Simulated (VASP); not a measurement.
# Al: single point with PBEsol

The system is Al.

```
Al
1.0
     2.86335    0.00000    0.00000
    -1.43167    2.47973    0.00000
     0.00000    0.00000    4.67585
Al
2
Direct
  0.33333 0.66667 0.25000
  0.66667 0.33333 0.75000
```

This isn't the form of Al at room conditions, which is fcc.

- Program: VASP 6.6.1
- Task: single point
- Functional: PBEsol
- Potentials or basis: VASP PAW PBE potentials, release 64 (Al)
- Cutoff: 520 eV
- k mesh: 9 × 9 × 4
- Occupations: gaussian, width 0.1 eV
- Spin: no spin polarisation

* Pressure: -1.2 GPa
* Band gap on the k mesh: none (metal or under the smearing width)

Stress tensor (GPa, compression positive):
```
-0.76  0.00  0.00
 0.00 -0.76  0.00
 0.00  0.00 -2.06
```

Levels at points of the mesh, in eV from the Fermi level:
| k point | band 1 | band 2 | band 3 | band 4 | band 5 | band 6 |
| --- | --- | --- | --- | --- | --- | --- |
| (0.00, 0.00, 0.00) | -11.02 | -4.50 | -4.30 | 10.57 | 10.57 | 11.00 |
| (0.00, 0.00, 0.50) | -9.34 | -9.34 | 3.50 | 3.50 | 11.82 | 11.82 |

Run time: 5.4 s on 1 thread of Intel(R) Xeon(R) Platinum 8488C (Sapphire Rapids), on a shared host, peak memory 0.14 GiB.

Caveat: the PAW data sets were made with another functional, which shifts forces and pressure a little.
